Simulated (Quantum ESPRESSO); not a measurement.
CuI (Marshite): zone-centre phonons and dielectric response under several settings

```
I Cu
1.0
     0.00000    3.03150    3.03150
     3.03150    0.00000    3.03150
     3.03150    3.03150    0.00000
I Cu
1 1
Direct
  0.00000 0.00000 0.00000
  0.75000 0.75000 0.75000
```

All runs used Quantum ESPRESSO 7.5; k mesh 4 × 4 × 4, shifted; relaxed cell; no spin polarisation; cutoff 762 eV; occupations smeared at first, fixed for the response.

```tsv
level	potentials	volume (Å³/atom)	pressure (GPa)	lowest optical mode without the field (cm⁻¹)	highest mode with the field (cm⁻¹)	ε∞ (mean)	ε0 (mean)	Born charge of atom 1 (e)	sum of the Born charges (e)
LDA	GBRV 1.5 LDA	25.21	-0.1	156	166	6.94	7.8	-0.98	-0.04
PBE	GBRV 1.5 PBE	28.02	0.0	124	139	6.43	8.1	-1.12	-0.03
PW91	GBRV 1.5 PBE	27.90	0.0	124	139	6.45	8.1	-1.12	-0.04
BLYP	GBRV 1.5 PBE	?	0.1	?	?	?	?	?	?
RPBE	GBRV 1.5 PBE	29.55	0.1	106	125	6.06	8.4	-1.18	-0.03
vdW-DF-cx	GBRV 1.5 PBE	26.47	-0.1	142	154	6.67	7.8	-1.06	-0.04
```

What stands in the row left open?

Volume 30.34 Å³/atom; lowest optical mode without the field 103 cm⁻¹; highest mode with the field 124 cm⁻¹; ε∞ 6.15; ε0 9.0; Born charge of atom 1 -1.27 e; sum of the Born charges -0.03 e.

Caveats: the potentials were made for another functional, which shifts forces and pressure (some runs); before the sum rule the acoustic modes lie tens of cm⁻¹ from zero, a sign that the density grid also shifts the optical modes (some runs).

For the row left open. Caveat: the mesh is thin for the dielectric tensor, Born charges and intensities, which usually come out too large; the potentials were made for another functional, which shifts forces and pressure; before the sum rule the acoustic modes lie tens of cm⁻¹ from zero, a sign that the density grid also shifts the optical modes.
